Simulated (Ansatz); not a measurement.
MgTe built on the zincblende prototype, relaxed with r2SCAN, was run in the PAW code Ansatz under altered settings. All numbers are computed, without spin polarisation but where a row says otherwise.

```
CELL_PARAMETERS angstrom
0.00000 3.23311 3.23311
3.23311 0.00000 3.23311
3.23311 3.23311 0.00000
ATOMIC_POSITIONS crystal
Mg 0.00000 0.00000 0.00000
Te 0.25000 0.25000 0.25000
```

The base run's other keys:
```yaml
kpoints:
  mp_grid: { grid: [4, 4, 4] }
hamiltonian:
  xc: hse06
scf:
  occupations: { method: fixed }
  n_extra_bands: 4
```

It takes 11 iterations with 1363 plane waves at 420 eV and 8 k points, and leaves a mean stress of +0.06 GPa. The gap over this mesh is 3.276 eV. It ran on 4 threads of Arm Neoverse N1, with other jobs on the host.

Outcomes, with energy and stress as changes against the base:
```csv
setting,outcome,ΔF (meV/atom),Δ mean stress (GPa),gap on the mesh (eV),iterations,wall time
"PBE hybrid, exx coeff 0.05, omega 0.3 1/Å",converged,–,+0.6,2.545,9,9.8 s
"PBE hybrid, exx coeff 0.5, unscreened",converged,–,-0.7,5.536,15,12 s
"PBE hybrid, exx coeff 0.15, omega 0.1 1/Å",converged,–,+0.3,3.097,9,9.9 s
"PBE hybrid, exx coeff 0.05, omega 0.5 1/Å",converged,–,+0.7,2.495,9,9.9 s
scf.occupations: methfessel_paxton 0.05,converged,0.0,0.0,3.276,12,10 s
```
A dash marks a value that wasn't obtained or can't be compared. Stress is positive in compression. The base took 10 s.

- PBE hybrid, exx coeff 0.05, omega 0.3 1/Å. That is 5 % exact exchange, screened with ω = 0.3 1/Å, against HSE06's 25 % screened at 0.208 1/Å. The mean stress moves by +0.6 GPa and the gap on the mesh by -0.731 eV (to 2.545). Totals of different functionals aren't comparable.
- PBE hybrid, exx coeff 0.5, unscreened. That is 50 % exact exchange, at all ranges, against HSE06's 25 % screened at 0.208 1/Å. The mean stress moves by -0.7 GPa and the gap on the mesh by +2.261 eV (to 5.536). Totals of different functionals aren't comparable.
- PBE hybrid, exx coeff 0.15, omega 0.1 1/Å. That is 15 % exact exchange, screened with ω = 0.1 1/Å, against HSE06's 25 % screened at 0.208 1/Å. The mean stress moves by +0.3 GPa and the gap on the mesh by -0.178 eV (to 3.097). Totals of different functionals aren't comparable. The program warns that on this mesh the truncation of the exchange isn't bounded, so part of the change can be an error of the mesh.
- PBE hybrid, exx coeff 0.05, omega 0.5 1/Å. That is 5 % exact exchange, screened with ω = 0.5 1/Å, against HSE06's 25 % screened at 0.208 1/Å. The mean stress moves by +0.7 GPa and the gap on the mesh by -0.781 eV (to 2.495). Totals of different functionals aren't comparable.

Within 1 meV an atom, 0.1 GPa and 0.005 eV of the base stay: scf.occupations: methfessel_paxton 0.05.

Spin-orbit coupling is left out, which matters wherever the heavy atoms make up the band edges.

The program warns that its thresholds are loose for a hybrid's stress.

The meshes of the hybrids are coarse, so their gaps aren't converged to the digits shown.
